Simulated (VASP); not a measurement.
Here is a VASP 6.6.1 calculation.

Contents of INCAR:

```
PREC = Accurate
ENCUT = 600
EDIFF = 1E-6
ISMEAR = -1
SIGMA = 0.05
LREAL = False
LASPH = True
NELM = 80
ALGO = Normal
ISIF = 3
LWAVE = False
LCHARG = False
GGA = 91
IBRION = 2
NSW = 60
EDIFFG = -0.01
```

The input KPOINTS:

```
Automatic mesh
0
Gamma
  11 11 11
```

The input POSCAR:

```
Mg
1.0
   -1.8359916300      1.8359916300      1.6794040200
    1.8359916300     -1.8359916300      1.6794040200
    1.8359916300      1.8359916300     -1.6794040200
Mg
1
Direct
    0.0000000000      0.0000000000      0.0000000000
```

Potentials or basis: VASP PAW PBE potentials, release 64 (Mg).

Command:

```bash
$ cat potpaw_PBE.64/Mg/POTCAR > POTCAR
$ mpirun -np 1 vasp_std > vasp.out
```

(1) Predict the band gap on the k mesh.

(2) Estimate the space group after relaxing (to 0.05 Å).

(3) Estimate the relaxed cell.

Results:

(1) none (metal or under the smearing width).

(2) Im-3m (No. 229).

(3) a = 3.091 Å, b = 3.091 Å, c = 3.091 Å, α = 109.45°, β = 109.45°, γ = 109.52°.
